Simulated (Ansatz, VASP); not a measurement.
MgI in VASP and in Ansatz

```
CELL_PARAMETERS angstrom
0.00000 3.63273 3.63273
3.63273 0.00000 3.63273
3.63273 3.63273 0.00000
ATOMIC_POSITIONS crystal
Mg 0.00000 0.00000 0.00000
I 0.75000 0.75000 0.75000
```

Change from the starting cell: species swapped into the GaSb type (F-43m, No. 216).

Alike in both runs: task relaxation of cell and atoms; functional PBE; k mesh 14 × 14 × 14; occupations gaussian, width 0.1 eV; no spin polarisation.

```csv
,VASP,Ansatz
version,VASP 6.6.1,Ansatz 0.2.0
potentials or method,"VASP PAW PBE potentials, release 64 (Mg, I)","scalar-relativistic, plane waves, PAW"
plane-wave cutoff (eV),600,420
valence electrons in the cell,9,27
```

|  | VASP | Ansatz | Ansatz less VASP |
| --- | --- | --- | --- |
| gap on the k mesh at the Fermi level, each at its own relaxed structure (eV) | none | none | - |
| relaxed volume (Å³/atom) | 47.94 | 47.94 | 0.000 |
| relaxed cell length with the largest relative difference (Å) | 5.137 | 5.137 | 0.0000 |

A gap of «none» marks a metal or a gap that the smearing closes. The two sets of potentials don't hold the same shells in valence.

Caveats: the relaxation stopped at its first step, so nothing moved; an odd number of electrons without spin polarisation forces a metal; a magnetic or distorted state may lie lower. The runs have no spin-orbit coupling, so splittings on I are missing.
